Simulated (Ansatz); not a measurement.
# Os/LiF/Al: predicting the conductance of a thicker barrier

**Method.** Ansatz 0.2.0, plane waves with PAW datasets, PBE. Interfaces are relaxed in a short slab (with D3(BJ) where the barrier is layered), set between ideal electrode layers that go on as semi-infinite leads, and the zero-bias conductance G at 300 K comes from T(E) on a typed mesh. The error is the largest of the program's estimates from energy step, mesh, the leads' potential steps and neutrality; its separate bound for narrow resonances between the energies solved isn't counted and can be far larger. The lower electrode is Os (hcp 0001), the upper Al (fcc 111) and the barrier LiF (rock salt 111), on a net of side 2.75 Å; d is the distance between the electrodes' last planes.

What is known so far:

| planes in the barrier | d (Å) | G (S/m²) | error (%) | lead step (meV) |
| --- | --- | --- | --- | --- |
| 5 | 8.65 | 4.25e10 | 49 | 50 |
| 7 | 11.03 | 1.21e9 | 52 | 50 |
| 9 | 13.42 | 3.51e7 | 53 | 50 |
| 11 | 15.81 | 1.08e6 | 55 | 50 |

**Question.** A further run has 13 planes, d = 18.19 Å. Fit G ∝ exp(−βd) to the rows shown and predict its conductance.

Working: Take y = ln G: 24.47, 20.92, 17.37 and 13.89. The means are d = 12.23 Å and y = 19.16; Σ(Δd Δy) = −42.11 and Σ(Δd)² = 28.49, so the slope is −1.478 Å⁻¹ (β = 1.478 Å⁻¹). At d = 18.19 Å, y = 19.16 − 1.478 × 5.96 = 10.35, or G = 3.13e4 S/m².

Check: The run gave 3.42e4 S/m², with an error estimate of 57 % and a lead step of 50 meV. The prediction is 0.915 times that, a miss under 10 %.

Caveats: The interfaces are ideal, one cell wide, strained to a common net and relaxed from one registry with their symmetry kept. PBE's gaps are too small, so true decay constants are likely larger where the Fermi level lies deep in a gap. No spin-orbit coupling, phonons, disorder or image charges enter. The rows shown are chosen by tests on error estimates (under 100 to 120 %), lead steps (under 150 meV, though the program warns over 25), intact interfaces and, for fits, a steady trend in the rows shown; the data set holds 414 series of this kind, and not all pass.
